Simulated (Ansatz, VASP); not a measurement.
## Cs: VASP beside Ansatz

Contents of INCAR:

```
PREC = Accurate
ENCUT = 520
EDIFF = 1E-6
ISMEAR = -1
SIGMA = 0.05
LREAL = False
LASPH = True
NELM = 80
ALGO = Normal
ISIF = 2
LWAVE = False
LCHARG = True
GGA = PS
LELF = True
LVHAR = True
NBANDS = 10
```

Contents of KPOINTS:

```
Automatic mesh
0
Gamma
  6 6 6
```

POSCAR

```
Cs
1.0
    0.0000000000      3.8949733102      3.8949733102
    3.8949733102      0.0000000000      3.8949733102
    3.8949733102      3.8949733102      0.0000000000
Cs
1
Direct
    0.0000000000      0.0000000000      0.0000000000
```

The input input.yaml:

```yaml
crystal:
  lattice:
    - [0.0, 3.8949733102, 3.8949733102]
    - [3.8949733102, 0.0, 3.8949733102]
    - [3.8949733102, 3.8949733102, 0.0]
  atoms:
    - { symbol: Cs, position: [0.0, 0.0, 0.0] }
hamiltonian:
  xc: pbesol
  pseudopotentials: { kind: paw }
kpoints:
  mp_grid: { grid: [6, 6, 6] }
scf:
  occupations: { method: fermi_dirac, width: 0.05 }
output:
  forces: true
  stress: true
  eigenvalues: true
  write_density: true
  write_potential: true
  elf: true
  volumetric_format: npy
```

This isn't the form of Cs at room conditions, which is bcc.

Alike in both runs: task single point; functional PBEsol; k mesh 6 × 6 × 6; occupations fermi-dirac, width 0.05 eV; no spin polarisation.

|  | VASP | Ansatz |
| --- | --- | --- |
| version | VASP 6.6.1 | Ansatz 0.2.0 |
| potentials or method | VASP PAW PBE potentials, release 64 (Cs_sv) | Ansatz PAW |
| plane-wave cutoff (eV) | 520 | 420 |
| valence electrons in the cell | 9 | 9 |

|  | VASP | Ansatz | Ansatz less VASP |
| --- | --- | --- | --- |
| gap on the k mesh at the Fermi level (eV) | none | none | - |
| pressure (GPa) | -0.1 | -0.1 | +0.01 |

A gap of «none» marks a metal or a gap that the smearing closes.

Caveats: the PAW data sets were made with another functional, which shifts forces and pressure a little (VASP); the PAW data sets come from PBE, with cores solved anew for the run's functional, which leaves a small shift of forces and pressure (Ansatz). The runs have no spin-orbit coupling, so splittings on Cs are missing.
